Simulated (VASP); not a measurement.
The system is Ba.

```
CELL_PARAMETERS angstrom
0.00000 4.34000 4.34000
4.34000 0.00000 4.34000
4.34000 4.34000 0.00000
ATOMIC_POSITIONS crystal
Ba 0.00000 0.00000 0.00000
Ba 0.25000 0.25000 0.25000
```

The cell was built by a generator and needn't be a form met in nature.

- Program: VASP 6.6.1
- Task: relaxation of cell and atoms
- Functional: PBEsol
- Potentials or basis: VASP PAW PBE potentials, release 64 (Ba_sv)
- Cutoff: 600 eV
- k mesh: 4 × 4 × 4
- Occupations: methfessel-paxton, width 0.05 eV
- Spin: no spin polarisation

At the start: pressure -0.6 GPa; volume 81.75 Å³/atom.

Question: Where does the relaxation end?

Answer: Over 8 steps the energy falls by 137.1 meV/atom and the volume is 54.11 Å³/atom (-33.8 %); space group Fd-3m (No. 227, to 0.05 Å).

Step by step:
| step | energy change (eV) | largest force (eV/Å) | pressure (GPa) | volume (Å³) |
| --- | --- | --- | --- | --- |
| 1 | 0.0000 | 0.0000 | -0.64 | 163.49 |
| 2 | -0.0277 | 0.0000 | -0.56 | 155.92 |
| 3 | -0.1360 | 0.0000 | -1.09 | 134.62 |
| 4 | -0.2427 | 0.0000 | 1.09 | 98.01 |
| 5 | -0.2660 | 0.0000 | -0.50 | 112.55 |
| 6 | -0.2744 | 0.0000 | 0.11 | 107.39 |
| 7 | -0.2742 | 0.0000 | -0.10 | 108.36 |
| 8 | -0.2742 | 0.0000 | -0.09 | 108.22 |

Final structure:
```
CELL_PARAMETERS angstrom
0.00000 3.78235 3.78235
3.78235 0.00000 3.78235
3.78235 3.78235 0.00000
ATOMIC_POSITIONS crystal
Ba 0.00000 0.00000 0.00000
Ba 0.25000 0.25000 0.25000
```

Caveat: the volume moved by over 15 % at a fixed basis, so the end points are rough; the PAW data sets were made with another functional, which shifts forces and pressure a little.
